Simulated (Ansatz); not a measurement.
# WS2 (R3m) in Ansatz: further runs

The runs below take WS2 through band structure, with HSE06, PBE0.

Program: Ansatz 0.2.0. These are calculated values, not measurements. Logs are shortened: lines on timing, memory, paths and dates and some standing lists are left out, and cuts for length are marked.

**1. Starting point**

Symmetry: R3m, No. 160, trigonal system. Conventional cell: a = 3.158 Å, b = 3.158 Å, c = 18.490 Å, α = 90.00°, β = 90.00°, γ = 120.00°. W (site symmetry 3m) has 6 S at 2.39 to 2.42 Å as nearest neighbours. Around S (site symmetry 3m) lie 3 W at 2.42 Å. Around S (site symmetry 3m) lie 3 W at 2.39 Å.

Measurements of this composition are mostly on another form, of space group No. 194.

**2. Band structure, HSE06**

input reads:

```
crystal:
  lattice:
    - [1.579, 0.9116360751, 6.1633333333]
    - [-1.579, 0.9116360751, 6.1633333333]
    - [0.0, -1.8232721501, 6.1633333333]
  atoms:
    - { symbol: W, position: [0.0, 0.0, 0.0] }
    - { symbol: S, position: [0.581, 0.581, 0.581] }
    - { symbol: S, position: [0.7503, 0.7503, 0.7503] }
hamiltonian:
  xc: hse06
  pseudopotentials: { kind: paw }
kpoints:
  mp_grid: { grid: [8, 8, 8] }
  band_path:
    path:
      - [[0.0, 0.0, 0.0], [0.5, 0.0, 0.0], [0.5, 0.1812521368, -0.1812521368]]
      - [[0.8187478632, 0.5, 0.1812521368], [0.5, 0.5, 0.5], [0.0, 0.0, 0.0], [0.3406260684, 0.0, -0.3406260684]]
      - [[0.6593739316, 0.3406260684, 0.0], [0.5, 0.5, 0.0], [0.6593739316, 0.6593739316, 0.1812521368], [0.5, 0.5, 0.5]]
      - [[0.5, 0.0, 0.0], [0.8187478632, 0.3406260684, 0.3406260684]]
    npoints: 4
scf:
  occupations: { method: fermi_dirac, width: 0.05 }
  n_extra_bands: 7
output:
  forces: true
  stress: true
  eigenvalues: true
  fatbands: false
```

Potentials or basis: Ansatz PAW.

Output:

```text
Warning: output.stress: scf.convergence.dr2_threshold = 1e-7 eV (the SCF's general default) is looser than the 3e-10 eV advised for a printed stress (1e-10 eV for each atom of the cell: 3). What an SCF threshold leaves in a stress goes as its square root, and in the free energy as the threshold itself, and one threshold admits the most on a small cell: of the crystals measured, under no hybrid functional and no lock of the moments, on runs that ended without the residual-converged pass, on stresses that held no estimate of that error, the worst erred by over 100 MPa in a component at 1e-7 eV an atom and by under 5 at 1e-10. Set scf.convergence.dr2_threshold to 3e-10 eV or tighter. The threshold is an SCF's pass mark: one that does not reach it within its budget of iterations ends unconverged, or closes short of it on a stop that the run arms, and scf.convergence.dr2_threshold's page says what that costs each kind of run
Warning: output.stress: scf.exx.energy_threshold = 1e-6 eV is looser than the 3e-8 eV advised for a stress under a hybrid functional (1e-8 eV for each atom of the cell: 3). Every SCF of the exchange loop can meet its threshold on dr2 while the loop round them stops early: no threshold on dr2 bounds what that leaves in the stress. Set scf.exx.energy_threshold to 3e-8 eV or tighter. The threshold is the loop's pass mark: a loop that does not reach it within its budget of cycles ends unconverged, and scf.exx.energy_threshold's page has the law
basis.fft_grid_basis auto: the FFT boxes are laid along the combinations [[1, 0, -1], [0, 1, -1], [0, 0, 1]] of the cell's own vectors, 3.158, 3.158 and 6.427 Å long. The dense box has 24×24×45 points. Along the cell's own vectors, as sized, it would have 45×45×45, 3.52 times as many. Of the 6 symmetry operations that the crystal satisfies within crystal.symmetry.tolerance (time reversal apart; of a slab, those that keep its plane) the dense box along the cell's own vectors carries 6, and the one as laid loses 4 of those. basis.fft_grid_basis: typed keeps the cell's own vectors: state it where this run's energies or levels are differenced outside the engine with another run's, or held beside a run that keeps those vectors.
scf.n_extra_bands = 7 over 13 filled bands (N_el = 26.0): the run solves 20 bands
GPUs: using 1 of 1 available (devices: 1).
Engine: ansatz 0.2.0, x86_64-unknown-linux-gnu
Pseudopotentials: kind: paw
Pseudopotential: W, paw, valence charge 14, recommended cutoff 420 eV (normal), W.paw.azcp
Pseudopotential: S, paw, valence charge 6, recommended cutoff 420 eV (normal), S.paw.azcp
Functional definition: HSE06
  parameter a = 0.25
  parameter omega = 0.11/bohr
  exchange = pbe_x - a*pbe_x_sr(omega) + a*exact_x_sr(omega)
  correlation = pbe_c
device memory: the entry about to start is reckoned to put 1.2 GiB on a device that reports 54.8 GiB free (of which the cap on the GPU budget leaves the run 18.0 GiB)
GPU FFT provider: cuFFT
GPU libraries: cuBLAS 13.8.2, cuFFT 12.4.0, cuSOLVER 12.3.4
Crystal: 3 atoms, lattice volume = 53.232 Å³
Basis set: ecut = 420 eV, 1011 PW (Γ), FFT grids on a1−a3, a2−a3, a3, exchange–correlation on 48×48×90 points (8 copies of the dense FFT grid, shifted against one another)
Bands: 20, of which v1, the nominal top of the filled ones, is band 13 counted from 1 (12 counted from 0)
Symmetry: 6 space group operations
Space group: R3m (ITA 160), of the structure as read, at distance tolerance 3.8e-5 Å
k-points: 65 of 512 (time reversal used)
Non-local potential: W, projectors of the file, l = 0: 3, l = 1: 2, l = 2: 2, l = 3: 1
Non-local potential: S, projectors of the file, l = 0: 2, l = 1: 2, l = 2: 2
PAW form: soft (Blöchl's): semilocal exchange-correlation on the pseudo side does not see the compensation charge
PAW frozen core: W, regenerated for the run's functional, and the local potential with it (the file was generated under x = pbe(κ = 0.804, μ = 0.2195149727645171), c = pbe(β = 0.06672455060314922))
PAW frozen core: S, regenerated for the run's functional, and the local potential with it (the file was generated under x = pbe(κ = 0.804, μ = 0.2195149727645171), c = pbe(β = 0.06672455060314922))
PAW one-centre angular grid: W, 590 points (default); XC on 64 Gauss nodes
PAW one-centre angular grid: S, 110 points (default); XC on 64 Gauss nodes
Initial density: superposition of atomic densities (neutral atoms: chi_scale 0, normalization atom), corrected by the library's trained network
Initial wavefunctions: pseudopotential atomic-orbital guess
GPU buffer pool allocated for 25920 grid points (all kernels)
GPU transforms: local potential and band sums: pruned to the plane-wave sphere, on 24×24×45
Functional: x = pbe(κ = 0.804, μ = 0.2195149727645171), c = pbe(β = 0.06672455060314922), warm-up for x = pbe(κ = 0.804, μ = 0.2195149727645171) + 0.25 (exact − pbe) at short range (hse, ω = 0.20786987370883472 Å⁻¹), c = pbe(β = 0.06672455060314922); HSE06 as pw.x's `hse` composes it (authors' and Libxc's form: `xc: wpbeh`)
SCF iter   1: F=—  HF=-12191.357397 eV  |F-HF|=—  |Δ(HF+E_count)|=         —  Δρ=5.76e-3  dr2=9.26e-3  ethr=1.77e-3  ⟨swp⟩=9.8  Hψ=6037  notcnv=0
preconditioner: auto → none  [insulator: Δε(μ)=1.158 eV  Ē_g=10.892 eV  σ=0.050 eV  W_gap=1.00  n_scr=16 (ndim 8)  ℏωp=21.6 eV  f_vac=0.015  D(μ)=0.00/eV (n_scr^D=0)]
SCF iter   2: F=—  HF=-12191.361583 eV  |F-HF|=—  |Δ(HF+E_count)|=   4.19e-3  Δρ=3.73e-3  dr2=1.44e-2  ethr=3.56e-5  ⟨swp⟩=5.1  Hψ=4111  notcnv=0  defer=7
SCF iter   3: F=—  HF=-12191.361066 eV  |F-HF|=—  |Δ(HF+E_count)|=   5.17e-4  Δρ=2.43e-3  dr2=5.33e-3  ethr=3.56e-5  ⟨swp⟩=4.0  Hψ=3331  notcnv=0  defer=1
SCF iter   4: F=—  HF=-12191.361255 eV  |F-HF|=—  |Δ(HF+E_count)|=   1.90e-4  Δρ=1.20e-3  dr2=1.06e-3  ethr=2.05e-5  ⟨swp⟩=2.2  Hψ=2171  notcnv=0
iter 5 solved again at ethr=3.83e-7 eV; its pass at ethr=4.09e-6 eV (dr2=9.96e-5 eV) is discarded
SCF iter   5: F=-12191.361354 eV  HF=-12191.361389 eV  |F-HF|=3.54e-5  |Δ(HF+E_count)|=   1.34e-4  Δρ=3.98e-4  dr2=9.51e-5  ethr=3.83e-7  ⟨swp⟩=2.5  Hψ=4432  notcnv=0
SCF 1 stopped early in 5 iterations: F = -12191.361354 eV  dr2 = 9.51e-5
device memory: the entry about to start is reckoned to put 1.8 GiB (of the 1.8 GiB reckoned in all, the device holds 0.1 GiB already) on a device that reports 54.0 GiB free (of which the cap on the GPU budget leaves the run 17.9 GiB)
GPU FFT provider: cuFFT
GPU libraries: cuBLAS 13.8.2, cuFFT 12.4.0, cuSOLVER 12.3.4
Initial density: handed on by an earlier stage of this run
Initial wavefunctions: those handed on with the density
GPU buffer pool allocated for 25920 grid points (all kernels)
GPU transforms: local potential and band sums: pruned to the plane-wave sphere, on 24×24×45
Functional: x = pbe(κ = 0.804, μ = 0.2195149727645171) + 0.25 (exact − pbe) at short range (hse, ω = 0.20786987370883472 Å⁻¹), c = pbe(β = 0.06672455060314922); HSE06 as pw.x's `hse` composes it (authors' and Libxc's form: `xc: wpbeh`)
Exchange kernel: α = 0.2500, screened, ω = 0.2079 Å⁻¹, Wigner–Seitz truncation, v(0) = 1046.8631 eV·Å³, q-mesh 8×8×8, nearest image of the exchange supercell L = 25.26 Å, pair-density grid 20×20×45, without the augmentation charges, whose exchange is taken in its separable form by FFT convolution over the k-point mesh (the finest that the files' search goes to), smooth part of the exact exchange by density-matrix convolution in up to 8.57 GiB of GPU memory as planned if the GPU has room (build and FFT work areas not counted)
Frozen-core exchange: fock
SCF iter   1: F=—  HF=-12193.429616 eV  |F-HF|=—  |Δ(HF+E_count)|=         —  Δρ=7.29e-3  dr2=5.18e-2  ethr=3.66e-6  ⟨swp⟩=7.3  Hψ=6192  notcnv=0
preconditioner: auto → none  [insulator: Δε(μ)=1.667 eV  Ē_g=12.452 eV  σ=0.050 eV  W_gap=1.00  n_scr=16 (ndim 8)  ℏωp=21.6 eV  f_vac=0.014  D(μ)=0.00/eV (n_scr^D=0)]
SCF iter   2: F=—  HF=-12193.431144 eV  |F-HF|=—  |Δ(HF+E_count)|=   1.53e-3  Δρ=6.55e-3  dr2=8.52e-2  ethr=3.66e-6  ⟨swp⟩=5.0  Hψ=5003  notcnv=0
SCF iter   3: F=—  HF=-12193.416436 eV  |F-HF|=—  |Δ(HF+E_count)|=   1.47e-2  Δρ=1.88e-3  dr2=1.71e-3  ethr=3.66e-6  ⟨swp⟩=4.0  Hψ=4635  notcnv=0
SCF iter   4: F=—  HF=-12193.421396 eV  |F-HF|=—  |Δ(HF+E_count)|=   4.96e-3  Δρ=1.01e-3  dr2=3.33e-4  ethr=3.66e-6  ⟨swp⟩=3.0  Hψ=2919  notcnv=0
SCF iter   5: F=—  HF=-12193.421291 eV  |F-HF|=—  |Δ(HF+E_count)|=   1.05e-4  Δρ=3.64e-4  dr2=4.21e-5  ethr=1.20e-6  ⟨swp⟩=3.0  Hψ=2315  notcnv=0
SCF iter   6: F=—  HF=-12193.421377 eV  |F-HF|=—  |Δ(HF+E_count)|=   8.55e-5  Δρ=1.75e-4  dr2=3.64e-5  ethr=1.19e-7  ⟨swp⟩=3.3  Hψ=2816  notcnv=0
SCF iter   7: F=—  HF=-12193.421375 eV  |F-HF|=—  |Δ(HF+E_count)|=   1.81e-6  Δρ=1.13e-4  dr2=3.01e-5  ethr=1.19e-7  ⟨swp⟩=3.0  Hψ=2602  notcnv=0
SCF iter   8: F=—  HF=-12193.421368 eV  |F-HF|=—  |Δ(HF+E_count)|=   6.44e-6  Δρ=3.54e-5  dr2=3.53e-6  ethr=1.12e-7  ⟨swp⟩=2.1  Hψ=2152  notcnv=0
SCF iter   9: F=-12193.421368 eV  HF=-12193.421368 eV  |F-HF|=3.48e-8  |Δ(HF+E_count)|=   5.59e-7  Δρ=4.79e-6  dr2=9.50e-7  ethr=1.01e-8  ⟨swp⟩=3.1  Hψ=3186  notcnv=0
SCF 2 stopped early in 9 iterations: F = -12193.421368 eV  dr2 = 9.50e-7
  Residual-converged pass: ⟨swp⟩=3.8  Hψ=2965  notcnv=0  max |occ|·‖R‖ = 6.7e-6 eV (tolerance 6.7e-6 eV)  dr2=9.51e-7  dr2_onsite=4.28e-10  max |Δocc| = 7.1e-15
hybrid outer 1: dexx = +6.080e-3 eV, tail = 7.14e-6 eV
GPU FFT provider: cuFFT
GPU libraries: cuBLAS 13.8.2, cuFFT 12.4.0, cuSOLVER 12.3.4
GPU buffer pool allocated for 25920 grid points (all kernels)
GPU transforms: local potential and band sums: pruned to the plane-wave sphere, on 24×24×45
Exchange kernel: α = 0.2500, screened, ω = 0.2079 Å⁻¹, Wigner–Seitz truncation, v(0) = 1046.8631 eV·Å³, q-mesh 8×8×8, nearest image of the exchange supercell L = 25.26 Å, pair-density grid 20×20×45, without the augmentation charges, whose exchange is taken in its separable form by FFT convolution over the k-point mesh (the finest that the files' search goes to), smooth part of the exact exchange by density-matrix convolution in up to 8.57 GiB of GPU memory as planned if the GPU has room (build and FFT work areas not counted)
Frozen-core exchange: fock
SCF iter   1: F=—  HF=-12193.421360 eV  |F-HF|=—  |Δ(HF+E_count)|=         —  Δρ=4.81e-5  dr2=7.82e-7  ethr=1.37e-7  ⟨swp⟩=5.2  Hψ=3429  notcnv=0
preconditioner: auto → none  [insulator: Δε(μ)=1.702 eV  Ē_g=12.432 eV  σ=0.050 eV  W_gap=1.00  n_scr=16 (ndim 8)  ℏωp=21.6 eV  f_vac=0.015  D(μ)=0.00/eV (n_scr^D=0)]
SCF iter   2: F=—  HF=-12193.421359 eV  |F-HF|=—  |Δ(HF+E_count)|=   2.59e-7  Δρ=1.72e-5  dr2=6.75e-8  ethr=2.64e-9  ⟨swp⟩=3.0  Hψ=2583  notcnv=0
SCF iter   3: F=—  HF=-12193.421360 eV  |F-HF|=—  |Δ(HF+E_count)|=   8.75e-8  Δρ=3.97e-6  dr2=9.17e-9  ethr=1.95e-10  ⟨swp⟩=4.5  Hψ=2974  notcnv=0  defer=18
SCF iter   4: F=-12193.421360 eV  HF=-12193.421360 eV  |F-HF|=8.73e-11  |Δ(HF+E_count)|=   2.20e-9  Δρ=5.24e-7  dr2=3.09e-10  ethr=2.78e-11  ⟨swp⟩=3.5  Hψ=2863  notcnv=0
SCF 3 converged in 4 iterations: F = -12193.421360 eV  dr2 = 3.09e-10
  Residual-converged pass: ⟨swp⟩=3.9  Hψ=3135  notcnv=0  max |occ|·‖R‖ = 5.4e-7 eV (tolerance 5.4e-7 eV)  dr2=3.21e-10  dr2_onsite=5.97e-12  max |Δocc| = 5.3e-17
hybrid outer 2: dexx = +1.598e-7 eV, tail = 3.81e-9 eV, Δε = 1.29e-3 eV (about 2.90e-5 eV left of the loop's levels), ΔF = 1.45e-3 eV/Å (tail 2.67e-4)
device memory: the entry about to start is reckoned to put 0.4 GiB on a device that reports 68.7 GiB free (of which the cap on the GPU budget leaves the run 18.0 GiB)
NSCF: frozen V_eff on 40 k-points, pencils in batches of 32, up to order 88
hybrid SCF converged: 2 outer / 13 inner (+5 warm-up), last move |dexx| = 1.60e-7 eV, tail = 3.81e-9 eV
Stability not checked: this state was not tested for a lower state beside it, because the functional holds exact exchange (a hybrid, or Hartree-Fock), whose exchange loop this test does not read (fock_operator; see scf.lower_state_search)
Free energy (F): -12193.421360 eV
Frozen-core exchange: fock
Harris-Foulkes:  -12193.421360 eV  (|F-HF|=8.73e-11)
Internal energy: -12193.421360 eV  (E = F + TS)
E sigma→0 (E₀):  -12193.421360 eV
Fermi energy:    12.218951 eV
--- Per-component energies (eV) ---
  E_band       = -231.063073
  E_kinetic    = 665.115624
  E_local      = -1748.857813  (includes V_loc(G=0)·N_el)
  E_nonlocal   = 57.995903
  E_hartree    = 693.533108
  E_xc         = -369.243109
  E_vxc        = -331.319724  (∫ρ·V_xc dr)
  E_exx        = -63.392723  (= α·E_x^exact, valence–valence)
  E_paw        = -9793.783295  (= ΣΔE_a)
  E_vpaw       = -134.277777  (= ΣTr[D̂ρ^β])
  E_aug_tail   = -0.000061  (compensation charges beyond the density's cutoff)
  E_ewald      = -1631.679458
  E_core_change = -3.109535  (= ΣΔE_core)
  E_smearing   = -0.000000  (= −TS)
  E_closure    = -0.000000  (closes the sum)
  Σ components = -12193.421360   (vs F -12193.421360, Δ=0.00e0)
--- Forces (eV/Å), atoms counted from 1 ---
  atom   1  W      0.00000000    -0.00000000    -0.65258503
  atom   2  S      0.00000000     0.00000000     0.61588207
  atom   3  S     -0.00000000     0.00000000     0.03667200
  max |Σ_I F_I| component: 3.10e-5 eV/Å
--- Stress (GPa, compression-positive) ---
       -0.038285       0.000000       0.000000
        0.000000      -0.038285       0.000000
        0.000000       0.000000       0.264123
  P = ⅓ Tr σ = 0.0625 GPa (0.625 kbar)
--- Band table (eV; the first three rows and the last of 65) ---
  k-point 0: bands = ["-67.0587", "-29.9702", "-29.7432", "-29.7432", "-5.9664", "-3.7738", "2.8416", "7.4161", "7.4161", "8.8659", "8.8659", "9.5518", "10.1129", "14.3002", "14.3002", "14.6435", "14.6435", "16.9412", "20.1351", "20.8312"]
  k-point 1: bands = ["-67.0551", "-29.9579", "-29.8114", "-29.7589", "-5.6741", "-3.6918", "3.2026", "6.7257", "7.6970", "7.9148", "8.4379", "9.6821", "10.1487", "13.8304", "14.3501", "14.3896", "14.8525", "18.1092", "20.7954", "21.1874"]
  k-point 2: bands = ["-67.0465", "-29.9730", "-29.9281", "-29.7966", "-4.8958", "-3.4735", "3.9717", "5.5072", "6.5440", "7.5997", "8.4211", "9.1705", "9.6299", "13.3602", "14.0631", "15.0490", "15.6414", "19.0503", "20.5508", "21.1439"]
  k-point 64: bands = ["-67.0587", "-29.9703", "-29.7432", "-29.7432", "-5.7194", "-4.2468", "3.9847", "7.0786", "7.3973", "7.3973", "8.9057", "8.9057", "11.4372", "14.4074", "14.4074", "14.4801", "14.4801", "17.1268", "20.6442", "22.2171"]
```

Run time: 2.6 min. Hardware: 1 × NVIDIA H100 80GB HBM3 with 2 threads of AMD EPYC 7R13 (Zen 3), shared host; peak memory 5 GiB.

What came out:

```yaml
Free_energy: -12193.4214 eV
Pressure: 0.1 GPa
Largest_force: 0.653 eV/Å
Band_gap_on_the_k_mesh: 1.70 eV, indirect (least direct gap 2.86 eV)
Band_gap_along_the_path: 1.54 eV, indirect (least direct gap 2.40 eV)
```

Forces on the atoms (eV/Å):
```
W    0.000  0.000 -0.653
S    0.000  0.000  0.616
S    0.000  0.000  0.037
```

Levels at the corners of the path, in eV from the valence-band top:
| point | band 9 | band 10 | band 11 | band 12 | band 13 | band 14 | band 15 | band 16 | band 17 | band 18 |
| --- | --- | --- | --- | --- | --- | --- | --- | --- | --- | --- |
| Γ | -4.02 | -2.57 | -2.57 | -1.89 | -1.32 | 2.86 | 2.86 | 3.21 | 3.21 | 5.50 |
| L | -5.99 | -4.69 | -2.99 | -2.13 | -1.98 | 2.97 | 3.29 | 4.41 | 4.74 | 5.24 |
| B1 | -5.84 | -5.28 | -4.61 | -3.51 | -0.74 | 1.72 | 3.29 | 4.33 | 5.84 | 7.00 |
| B | -5.84 | -5.28 | -4.61 | -3.51 | -0.74 | 1.72 | 3.29 | 4.33 | 5.84 | 7.00 |
| Z | -4.04 | -4.04 | -2.53 | -2.53 | 0.00 | 2.97 | 2.97 | 3.04 | 3.04 | 5.69 |
| Γ | -4.02 | -2.57 | -2.57 | -1.89 | -1.32 | 2.86 | 2.86 | 3.21 | 3.21 | 5.50 |
| X | -5.89 | -5.29 | -4.54 | -3.55 | -0.71 | 1.68 | 3.30 | 4.28 | 5.89 | 6.76 |
| Q | -5.89 | -5.29 | -4.54 | -3.55 | -0.71 | 1.68 | 3.30 | 4.28 | 5.89 | 6.76 |
| F | -5.66 | -4.60 | -3.65 | -2.34 | -1.80 | 2.92 | 3.42 | 3.99 | 5.29 | 5.86 |
| P1 | -5.74 | -4.61 | -3.50 | -2.29 | -1.82 | 2.92 | 3.45 | 4.04 | 5.14 | 5.53 |
| Z | -4.04 | -4.04 | -2.53 | -2.53 | 0.00 | 2.97 | 2.97 | 3.04 | 3.04 | 5.69 |
| L | -5.99 | -4.69 | -2.99 | -2.13 | -1.98 | 2.97 | 3.29 | 4.41 | 4.74 | 5.24 |
| P | -5.74 | -4.61 | -3.50 | -2.29 | -1.82 | 2.92 | 3.45 | 4.04 | 5.14 | 5.53 |

Caveat: the k mesh misses the band edges, so the gap on the mesh is wider than the one along the path; spin-orbit coupling is left out, which moves the levels of the heavy elements; the PAW data sets come from PBE, with cores solved anew for the run's functional, which leaves a small shift of forces and pressure; the thresholds are loose for stress.

(Part 1 of 2 ends here.)
